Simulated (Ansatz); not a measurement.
A run of Ansatz 0.2.0 is set up as follows.

input.yaml

```yaml
crystal:
  lattice:
    - [0.0, 2.702, 2.702]
    - [2.702, 0.0, 2.702]
    - [2.702, 2.702, 0.0]
  atoms:
    - { symbol: Zn, position: [0.75, 0.75, 0.75] }
    - { symbol: S, position: [0.0, 0.0, 0.0] }
kpoints:
  mp_grid: { grid: [9, 9, 9] }
  band_path:
    path:
      - [0.0, 0.0, 0.0]
      - [0.5, 0.0, 0.5]
      - [0.5, 0.25, 0.75]
      - [0.375, 0.375, 0.75]
      - [0.0, 0.0, 0.0]
      - [0.5, 0.5, 0.5]
      - [0.625, 0.25, 0.625]
      - [0.5, 0.25, 0.75]
    npoints: 10
scf:
  occupations: { method: fermi_dirac, width: 0.05 }
hamiltonian:
  xc: rpbe
  pseudopotentials: { kind: all_electron, lapw: { basis_error: 0.001 } }
output:
  forces: true
  stress: true
  eigenvalues: true
```

Potentials or basis: all-electron LAPW, scalar-relativistic.

Launch:

```sh
$ ansatz run input.yaml --threads 1 --pin off --max-ram 3072MiB --backend cpu --events-out ev --progress --plain --runs-dir out
```

Q: What does it give for the band gap on the k mesh?

A: 2.29 eV, direct.

Q: Estimate the band gap along the path.

A: 2.29 eV, direct.

Q: Estimate the pressure.

A: 4.2 GPa.

Levels at the corners of the path, in eV from the valence-band top:
```csv
point,band 14,band 15,band 16,band 17,band 18,band 19,band 20,band 21
Γ,-5.79,0.00,0.00,0.00,2.29,6.44,6.44,6.44
X,-5.57,-4.51,-2.20,-2.20,3.56,4.18,11.15,12.04
W,-5.39,-4.54,-2.71,-2.68,5.82,6.09,7.96,8.34
K,-5.44,-4.57,-3.07,-1.79,4.25,6.05,9.50,9.80
Γ,-5.79,0.00,0.00,0.00,2.29,6.44,6.44,6.44
L,-5.58,-5.24,-0.86,-0.86,3.44,6.97,6.97,9.06
U,-5.44,-4.57,-3.07,-1.79,4.25,6.05,9.50,9.80
W,-5.39,-4.54,-2.71,-2.68,5.82,6.09,7.96,8.34
```

**Measured values to compare with.**

From “Electronic, vibrational, and thermodynamic properties of ZnS (zincblende and rocksalt structure)”, 2009, arxiv:0911.5022, for a bulk crystal of ZnS at 19 K: band gap 3.85 eV (direct).

Measured gap of ZnS: 3.85 eV (direct; 19 K; quoted in “Electronic, vibrational, and thermodynamic properties of ZnS (zincblende and rocksalt structure)”, 2009, arxiv:0911.5022). This calculation gives 2.29 eV (-1.56 eV). The value is that of RPBE, without temperature or zero-point motion. Semilocal functionals fall short of measured gaps as a rule.
